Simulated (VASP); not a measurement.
The system is InPd.

```
In Pd
1.0
     3.27188    0.00000    0.00000
     0.00000    3.27188    0.00000
     0.00000    0.00000    3.27188
In Pd
1 1
Direct
  0.00000 0.00000 0.00000
  0.50000 0.50000 0.50000
```

The cell comes from a database or a generator and needn't be the stable form of this composition.

```yaml
Program: VASP 6.6.1
Task: relaxation of cell and atoms
Functional: optB88-vdW
Potentials_or_basis: VASP PAW PBE potentials, release 64 (In_d, Pd)
Cutoff: 600 eV
k_mesh: 8 × 8 × 8
Occupations: fermi-dirac, width 0.05 eV
Spin: no spin polarisation
```

At the start: pressure 3.3 GPa; volume 17.51 Å³/atom.

Problem. How do energy, volume and symmetry change on relaxing?

Solution. Over 14 steps the energy falls by 4.8 meV/atom and the volume is 18.00 Å³/atom (+2.8 %); space group Pm-3m (No. 221, to 0.05 Å).

The path:
| step | energy change (eV) | largest force (eV/Å) | pressure (GPa) | volume (Å³) |
| --- | --- | --- | --- | --- |
| 1 | 0.0000 | 0.0000 | 3.31 | 35.03 |
| 2 | -0.0027 | 0.0000 | -2.40 | 36.89 |
| 3 | -0.0097 | 0.0000 | -0.08 | 36.00 |
| 4 | -0.0097 | 0.0000 | 0.08 | 35.98 |
| 5 | -0.0097 | 0.0000 | 0.08 | 35.98 |
| 6 | -0.0097 | 0.0000 | 0.08 | 35.98 |
| 7 | -0.0097 | 0.0000 | 0.06 | 35.98 |
| 8 | -0.0097 | 0.0000 | 0.06 | 35.98 |
| 9 | -0.0097 | 0.0000 | 0.06 | 35.98 |
| 10 | -0.0097 | 0.0000 | 0.06 | 35.98 |
| 11 | -0.0097 | 0.0000 | 0.06 | 35.98 |
| 12 | -0.0097 | 0.0000 | 0.06 | 35.99 |
| 13 | -0.0097 | 0.0000 | 0.06 | 35.99 |
| 14 | -0.0097 | 0.0000 | 0.00 | 36.00 |

Final structure:
```cif
data_structure
_symmetry_space_group_name_H-M 'P 1'
_symmetry_Int_Tables_number 1
_cell_length_a 3.3019
_cell_length_b 3.3019
_cell_length_c 3.3019
_cell_angle_alpha 90.000
_cell_angle_beta 90.000
_cell_angle_gamma 90.000
_cell_volume 36.00
loop_
_atom_site_label
_atom_site_type_symbol
_atom_site_fract_x
_atom_site_fract_y
_atom_site_fract_z
_atom_site_occupancy
In1 In 0.00000 0.00000 0.00000 1
Pd1 Pd 0.50000 0.50000 0.50000 1
```

Caveat: the PAW data sets were made with another functional, which shifts forces and pressure a little.
